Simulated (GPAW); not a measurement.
A run of GPAW 26.7.0:

File run.py:

```python
from ase.dft.bandgap import bandgap
from ase.io import read, write
from ase.units import GPa
from gpaw import GPAW, PW

atoms = read('CoO.xyz')
atoms.set_initial_magnetic_moments([3.5, 3.5, 0.0, 0.0])

calc = GPAW(mode=PW(800),
            xc='PBE',
            kpts={'size': (5, 10, 10), 'gamma': True},
            occupations={'name': 'fermi-dirac', 'width': 0.05},
            setups={'Co': ':d,1.0'},
            nbands=30,
            convergence={'density': 1e-05, 'energy': 1e-05},
            maxiter=150,
            txt='gpaw.txt')
atoms.calc = calc
energy = atoms.get_potential_energy()
forces = atoms.get_forces()
stress = atoms.get_stress()
calc.write('gs.gpw')
write('result.traj', atoms)
print(f'Energy: {energy:.6f} eV')
print('Forces (eV/A):')
print(forces.round(4))
print('Stress (GPa):', (stress / GPa).round(3))
print('Moments:', calc.get_magnetic_moments().round(3))
print('Fermi level:', round(calc.get_fermi_level(), 4), 'eV')
print(f'Gap: {bandgap(calc)[0]:.4f} eV, direct: {bandgap(calc, direct=True)[0]:.4f} eV')
```

CoO.xyz

```xyz
4
Lattice="5.1410526200 0.0000000000 0.0000000000 0.0000000000 2.5705263100 0.0000000000 0.0000000000 0.0000000000 2.5705263100" Properties=species:S:1:pos:R:3 pbc="T T T"
Co     0.0000000000      0.0000000000      0.0000000000
Co     2.5705263100      0.0000000000      0.0000000000
O      1.2852631550      1.2852631550      1.2852631550
O      3.8557894650      1.2852631550      1.2852631550
```

Potentials or basis: GPAW PAW data sets (gpaw-data 1.2.1), pw.

Run with:

```bash
$ OMP_NUM_THREADS=1 python run.py
```

Hardware: 1 thread of Arm Neoverse V2, on a shared host.

Question: How long does it take, and how much memory?

Answer: Run time: 3.8 min on 1 thread of Arm Neoverse V2, with other jobs on the host, peak memory 0.28 GiB. Counts: scf iterations 20, plane waves 1784, bands 30, k points 63.
